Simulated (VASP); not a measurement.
# Na (P6_3/mmc) in VASP: a series of runs

One crystal, Na, is run at these levels: PBE; tasks: single point.

All numbers are computed with VASP 6.6.1; they aren't measurements. Logs are shortened: lines on timing, memory, paths and dates and some standing lists are left out, and cuts for length are marked.

## (1) Starting point

Symmetry: P6_3/mmc, No. 194, hexagonal system. The conventional cell has a = 3.767 Å, b = 3.767 Å, c = 6.154 Å, α = 90.00°, β = 90.00°, γ = 120.00°. Na (site symmetry -6m2) has 12 Na at 3.77 Å as nearest neighbours.

This isn't the form of Na at room conditions, which is bcc.

## (2) Single point, PBE

Input file INCAR:

```
SYSTEM = Na
PREC     = Accurate       ! precision mode
ENCUT    = 280            ! plane-wave cutoff, eV
EDIFF    = 1E-6           ! SCF threshold, eV
ISMEAR   = 0              ! smearing method
SIGMA    = 0.2            ! smearing width, eV
LREAL    = .FALSE.        ! projectors in reciprocal space
LASPH    = .TRUE.         ! aspherical terms in the spheres
NELM     = 100            ! most SCF steps
ALGO     = Normal         ! electronic algorithm
ISIF     = 2              ! what is computed and relaxed
LWAVE    = .FALSE.        ! write WAVECAR
LCHARG   = .FALSE.        ! write CHGCAR
GGA      = PE             ! functional
NBANDS   = 14             ! bands
ADDGRID  = .FALSE.
```

Input file KPOINTS:

```
regular mesh
0
G
  4 4 2
  0 0 0
```

Input file POSCAR:

```
Na
1.0
    3.7670000000      0.0000000000      0.0000000000
   -1.8835000000      3.2623176961      0.0000000000
    0.0000000000      0.0000000000      6.1540000000
Na
2
Direct
    0.6666666667      0.3333333333      0.7500000000
    0.3333333333      0.6666666667      0.2500000000
```

Potentials or basis: VASP PAW PBE potentials, release 64 (Na_pv).

Launch:

```
$ cat potpaw_PBE.64/Na_pv/POTCAR > POTCAR
$ mpirun -np 1 vasp_std > vasp.out
```

OUTCAR:

```text
SYSTEM = Na
   PREC = Accurate
   ENCUT = 280
   EDIFF = 1E-6
   ISMEAR = 0
   LREAL = .FALSE.
   LASPH = .TRUE.
   NELM = 100
   ISIF = 2
   GGA = PE

 Found      8 irreducible k-points:

 Following reciprocal coordinates:
            Coordinates               Weight
  0.000000  0.000000  0.000000      1.000000
  0.250000 -0.000000  0.000000      6.000000
  0.500000 -0.000000  0.000000      3.000000
  0.250000  0.250000  0.000000      6.000000
  0.000000  0.000000  0.500000      1.000000
  0.250000 -0.000000  0.500000      6.000000
   k-points           NKPTS =      8   k-points in BZ     NKDIM =      8   number of bands    NBANDS=     14
   number of dos      NEDOS =    301   number of ions     NIONS =      2
   total plane-waves  NPLWV =  20736
   dimension x,y,z NGX =    24 NGY =   24 NGZ =   36
   dimension x,y,z NGXF=    48 NGYF=   48 NGZF=   72
   ions per type =               2
   NGX,Y,Z   is equivalent  to a cutoff of  10.59, 10.59,  9.73 a.u.
   NGXF,Y,Z  is equivalent  to a cutoff of  21.18, 21.18, 19.45 a.u.
 SYSTEM =  Na
   PREC   = accura    normal or accurate (medium, high low for compatibility)
   ISTART =      0    job   : 0-new  1-cont  2-samecut
   ICHARG =      2    charge: 1-file 2-atom 10-const
   ISPIN  =      1    spin polarized calculation?
   LNONCOLLINEAR =      F non collinear calculations
   LSORBIT =      F    spin-orbit coupling
   LASPH  =      T    aspherical Exc in radial PAW
   ENCUT  =  280.0 eV  20.58 Ry    4.54 a.u.   5.14  5.14  8.40*2*pi/ulx,y,z
   NELM   =    100;   NELMIN=  2; NELMDL= -5     # of ELM steps
   EDIFF  = 0.1E-05   stopping-criterion for ELM
   LREAL  =      F    real-space projection
   EDIFFG = 0.1E-04   stopping-criterion for IOM
   NSW    =      0    number of steps for IOM
   IBRION =     -1    ionic relax: 0-MD 1-quasi-New 2-CG
   NFREE  =      0    steps in history (QN), initial steepest desc. (CG)
   ISIF   =      2    stress and relaxation
   ISYM   =      2    0-nonsym 1-usesym 2-fastsym
   POTIM  = 0.5000    time-step for ionic-motion
   TEBEG  =    0.0;   TEEND  =   0.0 temperature during run
   PSTRESS=    0.0 pullay stress
   NELECT =      14.0000    total number of electrons
   NUPDOWN=      -1.0000    fix difference up-down
   EMIN   =  10.00;   EMAX   =-10.00  energy-range for DOS
   EFERMI =   0.00;   METHOD = LEGACY
   ISMEAR =     0;   SIGMA  =   0.20  broadening in eV -4-tet -1-fermi 0-gaus
   EFERMI_NEDOS =   21; number of points for ismear=-14 and -15
   IALGO  =     38    algorithm
   IMIX   =      4    mixing-type and parameters
     AMIX     =   0.40;   BMIX     =  1.00
     AMIX_MAG =   1.60;   BMIX_MAG =  1.00
  volume/ion in A,a.u.               =      37.81       255.18
  Fermi-wavevector in a.u.,A,eV,Ry     =   0.933020  1.763153 11.844235  0.870527
  Thomas-Fermi vector in A             =   2.059678
   LORBIT       =      0    0 simple, 1 ext, 2 COOP (PROOUT), +10 PAW based schemes
   GGA     = PE    functional components
   LHFCALC =     F    Hartree Fock is set to
   AEXX    =    0.0000 exact exchange contribution
   IVDW    =     0    specifies the selected vdW correction
   LEPSILON=     F    determine dielectric tensor
   LRPA    =     F    only Hartree local field effects (RPA)
 non-spin polarized calculation
 Gauss-broadening in eV      SIGMA  =   0.20
  energy-cutoff  :      280.00
  volume of cell :       75.63
 maximum number of plane-waves:       820
 NGX is ok and might be reduce to    24
   NGX = 11   NGY = 11   NGZ = 17

 number of electron      13.9999943 magnetization

 Free energy of the ion-electron system (eV)
  ---------------------------------------------------
  ext. energy  EPLUGINS =         0.00000000
  ---------------------------------------------------
  free energy    TOTEN  =        -2.58379011 eV

  energy without entropy =       -2.53482254  energy(sigma->0) =       -2.55930633

 E-fermi :   0.5448     XC(G=0):  -6.4531

 val. band max:        0.5116901134   @ k =   0.5000  -0.0000   0.0000
 cond. band min:       0.6199992119   @ k =   0.5000  -0.0000   0.0000
 fundamental gap:      0.1083090985
 Fermi energy:         0.5447856149

 k-point     1 :       0.0000    0.0000    0.0000
  band No.  band energies     occupation
      1     -24.6745      2.00000
      2     -24.6423      2.00000
      3     -24.6423      2.00000
      4     -24.6412      2.00000
      5     -24.6378      2.00000
      6     -24.6378      2.00000
      7      -2.9688      2.00000
      8       0.8226      0.04945
      9       1.2043      0.00000
     10      10.1407      0.00000
     11      10.1408      0.00000
     12      10.4831      0.00000
     13      10.4831      0.00000
     14      10.6337      0.00000

 k-point     2 :       0.2500   -0.0000    0.0000
  band No.  band energies     occupation
      1     -24.6688      2.00000
      2     -24.6550      2.00000
      3     -24.6507      2.00000
      4     -24.6464      2.00000
      5     -24.6438      2.00000
      6     -24.6401      2.00000
      7      -2.0628      2.00000
      8       1.6365      0.00000
      9       2.0651      0.00000
     10       4.9134      0.00000
     11       7.8762      0.00000
     12       8.0641      0.00000
     13       8.2399      0.00000
     14       9.8010      0.00000

 k-point     3 :       0.5000   -0.0000    0.0000
  band No.  band energies     occupation
      1     -24.6682      2.00000
      2     -24.6624      2.00000
      3     -24.6596      2.00000
      4     -24.6498      2.00000
      5     -24.6497      2.00000
      6     -24.6430      2.00000
      7       0.5117      1.18503
      8       0.6200      0.59484
      9       4.0932      0.00000
     10       4.1047      0.00000
     11       4.5617      0.00000
     12       4.7963      0.00000
     13       7.3165      0.00000
     14       8.2360      0.00000

 k-point     4 :       0.2500    0.2500    0.0000
  band No.  band energies     occupation
      1     -24.6626      2.00000
      2     -24.6598      2.00000
      3     -24.6597      2.00000
      4     -24.6527      2.00000
      5     -24.6493      2.00000
      6     -24.6482      2.00000
      7      -0.2964      2.00000
      8       2.8981      0.00000
      9       3.0181      0.00000
     10       3.2754      0.00000
     11       4.3206      0.00000
     12       6.5155      0.00000
     13       6.6540      0.00000
     14       7.2334      0.00000

 k-point     5 :       0.0000    0.0000    0.5000
  band No.  band energies     occupation
      1     -24.6584      2.00000
      2     -24.6584      2.00000
      3     -24.6408      2.00000
      4     -24.6408      2.00000
      5     -24.6408      2.00000
      6     -24.6408      2.00000
      7      -1.9514      2.00000
      8      -1.9514      2.00000
      9       5.7230      0.00000
     10       5.7230      0.00000
     11      10.7255      0.00000
     12      10.7255      0.00000
     13      10.7255      0.00000
     14      10.7255      0.00000

 k-point     6 :       0.2500   -0.0000    0.5000
  band No.  band energies     occupation
      1     -24.6613      2.00000
      2     -24.6613      2.00000
      3     -24.6477      2.00000
      4     -24.6477      2.00000
      5     -24.6433      2.00000
      6     -24.6433      2.00000
      7      -1.0625      2.00000
      8      -1.0625      2.00000
      9       5.6194      0.00000
     10       5.6194      0.00000
     11       6.6554      0.00000
     12       6.6554      0.00000
     13       8.9103      0.00000
     14       8.9103      0.00000

 [... further k-points ...]

------------------------ aborting loop because EDIFF is reached ----------------------------------------

  FORCE on cell =-STRESS in cart. coord.  units (eV):
  Direction    XX          YY          ZZ          XY          YZ          ZX
  --------------------------------------------------------------------------------------
  -------------------------------------------------------------------------------------
  Total        0.0524256      0.0524256     -0.8069233      0.0000000      0.0000000      0.0000000
  in kB        1.1106435      1.1106435    -17.0947774      0.0000000      0.0000000      0.0000000
  external PRESSURE =      -4.9578302 kB  Pullay stress =       0.0000000 kB

 VOLUME and BASIS-vectors are now :
 -----------------------------------------------------------------------------
  energy-cutoff  :      280.00
  volume of cell :       75.63
      direct lattice vectors                 reciprocal lattice vectors
     3.767000000  0.000000000  0.000000000     0.265463233  0.153265269  0.000000000
    -1.883500000  3.262317696  0.000000000     0.000000000  0.306530538  0.000000000
     0.000000000  0.000000000  6.154000000     0.000000000  0.000000000  0.162495938

 POSITION                                       TOTAL-FORCE (eV/Angst)
 -----------------------------------------------------------------------------------
      1.88350      1.08744      4.61550         0.000000      0.000000      0.000000
     -0.00000      2.17488      1.53850        -0.000000     -0.000000      0.000000
 -----------------------------------------------------------------------------------
    total drift:                                0.000000     -0.000000      0.000000

  FREE ENERGIE OF THE ION-ELECTRON SYSTEM (eV)
  ---------------------------------------------------
  free  energy   TOTEN  =        -2.5837901142 eV

  energy  without entropy=       -2.5348225397  energy(sigma->0) =       -2.55930633
```

It took 2.8 s on 1 thread of Intel Xeon Platinum 8488C (Sapphire Rapids), shared host; peak memory 0.13 GiB.

These settings aren't checked as converged: the numbers below hold their error.

Results:

```yaml
Free_energy: -2.5838 eV
Band_gap_on_the_k_mesh: none (metal or under the smearing width)
```

Caveat: the k mesh is coarse (spacing up to 0.51 Å⁻¹), so the values aren't converged; the cutoff is under 1.25 times the usual one of these potentials, so pressure, stress and relaxed cells hold a basis-set (Pulay) error.

## (3) Single point, PBE

INCAR is that of step 2.

KPOINTS is that of step 2.

Input file POSCAR:

```
Na
1.0
    3.7670000000      0.0000000000      0.0000000000
   -1.8835000000      3.2623176961      0.0000000000
    0.0000000000      0.0000000000      6.1540000000
Na
2
Direct
    0.6607270000      0.3253030000      0.7651560000
    0.3322080000      0.6634530000      0.2738460000
```

Potentials or basis: VASP PAW PBE potentials, release 64 (Na_pv).

Launch:

```
$ cat potpaw_PBE.64/Na_pv/POTCAR > POTCAR
$ mpirun -np 1 vasp_std > vasp.out
```

Run time: 5.3 s. Hardware: 1 thread of Intel Xeon Platinum 8488C (Sapphire Rapids), shared host; peak memory 0.14 GiB.

These settings aren't checked as converged: the numbers below hold their error.

Results:

```
Free energy            : -2.5833 eV
Largest force          : 0.022 eV/Å
Band gap on the k mesh : none (metal or under the smearing width)
```

Caveat: the k mesh is coarse (spacing up to 0.51 Å⁻¹), so the values aren't converged; the cutoff is under 1.25 times the usual one of these potentials, so pressure, stress and relaxed cells hold a basis-set (Pulay) error.

## (4) Single point, PBE

INCAR, as its differences from that of step 3:

```diff
@@ -2,3 +2,3 @@
 PREC     = Accurate       ! precision mode
-ENCUT    = 280            ! plane-wave cutoff, eV
+ENCUT    = 460            ! plane-wave cutoff, eV
 EDIFF    = 1E-6           ! SCF threshold, eV
```

Input file KPOINTS:

```
regular mesh
0
G
  3 3 2
  0 0 0
```

Input file POSCAR:

```
Na
1.0
    3.7670000000      0.0000000000      0.0000000000
   -1.8835000000      3.2623176961      0.0000000000
    0.0000000000      0.0000000000      6.1540000000
Na
2
Direct
    0.6666666667      0.3333333333      0.7500000000
    0.3333333333      0.6666666667      0.2500000000
```

Launch:

```
$ cat potpaw_PBE.64/Na_pv/POTCAR > POTCAR
$ mpirun -np 1 vasp_std > vasp.out
```

It took 4 s on 1 thread of Intel Xeon Platinum 8488C (Sapphire Rapids), shared host; peak memory 0.16 GiB.

These settings aren't checked as converged: the numbers below hold their error.

What came out:

```yaml
Free_energy: -2.7323 eV
Pressure: -0.3 GPa
Band_gap_on_the_k_mesh: none (metal or under the smearing width)
```

Caveat: the k mesh is coarse (spacing up to 0.64 Å⁻¹), so the values aren't converged.

## (5) The reference run

An earlier run on the cell as given: functional PBE; potentials or basis VASP PAW PBE potentials, release 64 (Na_pv); cutoff 520 eV; k mesh 8 × 8 × 5; occupations fermi-dirac, width 0.05 eV; no spin polarisation.

- Pressure: -0.2 GPa
- Band gap on the k mesh: none (metal or under the smearing width)
